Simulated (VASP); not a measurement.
Write the native input for VASP 6.6.1 that does the following.

```
Task                   : relaxation of cell and atoms
Functional             : PBE
Potentials or basis    : VASP PAW PBE potentials, release 64 (Cd, Te)
Cutoff                 : 520 eV
k mesh                 : 8 × 8 × 8
Occupations            : gaussian, width 0.02 eV
Spin                   : no spin polarisation
Further INCAR settings : ALGO = Normal; EDIFF = 1e-07; IBRION = 2; EDIFFG = -0.002; NSW = 80; ISIF = 3
```

The structure of CdTe lies in POSCAR:

```
CdTe
1.0
    0.0000000000      3.2050000000      3.2050000000
    3.2050000000      0.0000000000      3.2050000000
    3.2050000000      3.2050000000      0.0000000000
Cd Te
1 1
Direct
    0.0000000000      0.0000000000      0.0000000000
    0.2500000000      0.2500000000      0.2500000000
```

The input as run:

INCAR

```
SYSTEM = CdTe
PREC = Accurate
ENCUT = 520
EDIFF = 1E-7
ISMEAR = 0
SIGMA = 0.02
LREAL = .False.
LASPH = .True.
NELM = 60
ALGO = Normal
ISIF = 3
LWAVE = .False.
LCHARG = .False.
GGA = PE
IBRION = 2
NSW = 80
EDIFFG = -0.002
KPAR = 4
```

KPOINTS

```
regular mesh
0
Gamma
  8 8 8
  0 0 0
```

Potentials or basis: VASP PAW PBE potentials, release 64 (Cd, Te).

Command:

```console
$ cat potpaw_PBE.64/Cd/POTCAR potpaw_PBE.64/Te/POTCAR > POTCAR
$ mpirun -np 4 vasp_std > vasp.out
```

It gave:

```
Relaxed volume                         : 36.33 Å³/atom
Relaxed cell                           : a = 4.684 Å, b = 4.684 Å, c = 4.684 Å, α = 60.00°, β = 60.00°, γ = 60.00°
Space group after relaxing (to 0.05 Å) : F-43m (No. 216)
Energy gained by relaxing              : 42.6 meV/atom
Ionic steps                            : 5
Pressure after relaxing                : 0.0 GPa
Band gap on the k mesh                 : 0.58 eV, direct
```

Caveat: spin-orbit coupling is left out, which moves the levels of the heavy elements; the volume moved by +10 % from the deposited cell, more than functionals usually miss.

Run time: 41 s on 4 MPI ranks on Intel(R) Xeon(R) Platinum 8259CL CPU @ 2.50GHz (Skylake/Cascade Lake) (shared host), peak memory 0.22 GiB a rank.
